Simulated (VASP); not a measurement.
InAs: density of states with LDA

The system is InAs.

```
In As
1.0
     0.00000    2.87730    2.87730
     2.87730    0.00000    2.87730
     2.87730    2.87730    0.00000
In As
1 1
Direct
  0.50000 0.50000 0.50000
  0.00000 0.00000 0.00000
```

Measurements of this composition are mostly on another form, of space group No. 216.

```json
{
 "Program": "VASP 6.6.1",
 "Task": "density of states",
 "Functional": "LDA",
 "Potentials or basis": "VASP PAW LDA potentials, release 64 (In_d, As)",
 "Cutoff": "520 eV",
 "k mesh": "8 × 8 × 8",
 "Occupations": "gaussian, width 0.02 eV",
 "Spin": "no spin polarisation",
 "k mesh for the DOS": "12 × 12 × 12",
 "Occupations for the DOS": "tetrahedron",
 "Further INCAR settings": "ALGO = Normal; EDIFF = 1e-07; NBANDS = 16"
}
```

| Quantity | Value |
| --- | --- |
| Valence electrons inside the program's atomic spheres | In 11.33; As 2.74 |

Levels at points of the mesh, in eV from the Fermi level:
```tsv
k point	band 7	band 8	band 9	band 10	band 11	band 12
(0.00, 0.00, 0.00)	-0.76	-0.14	-0.14	-0.14	7.30	7.30
(0.50, 0.00, 0.00)	-6.48	0.26	0.26	2.13	3.29	3.29
(0.50, 0.50, 0.00)	-4.62	-2.98	-2.16	-2.16	3.98	9.12
```

States per cell in windows of 1 eV (zero at the Fermi level; states under -8 eV left out):
```
from (eV)  total  As2_p  In1_p  In1_s  As2_s  In1_d  As2_d
     -8.0   0.00   0.00   0.00   0.00   0.00   0.00   0.00
     -7.0   0.15   0.02   0.00   0.06   0.00   0.00   0.00
     -6.0   0.99   0.13   0.02   0.35   0.04   0.01   0.00
     -5.0   0.67   0.10   0.03   0.18   0.06   0.01   0.00
     -4.0   0.67   0.13   0.07   0.09   0.03   0.01   0.00
     -3.0   0.99   0.25   0.13   0.04   0.02   0.01   0.00
     -2.0   1.27   0.38   0.16   0.04   0.01   0.02   0.01
     -1.0   1.26   0.44   0.12   0.05   0.01   0.03   0.01
      0.0   0.61   0.17   0.06   0.07   0.01   0.02   0.01
      1.0   0.80   0.17   0.09   0.15   0.02   0.02   0.01
      2.0   0.60   0.10   0.09   0.09   0.03   0.01   0.01
      3.0   0.84   0.08   0.22   0.03   0.05   0.01   0.03
      4.0   1.37   0.13   0.31   0.03   0.04   0.04   0.06
      5.0   1.30   0.19   0.22   0.05   0.02   0.05   0.06
      6.0   1.39   0.26   0.24   0.04   0.01   0.05   0.06
      7.0   1.26   0.23   0.22   0.02   0.01   0.05   0.06
```

Run time: 75 s on 1 thread of Intel(R) Xeon(R) Platinum 8488C (Sapphire Rapids) (shared host), peak memory 0.17 GiB.
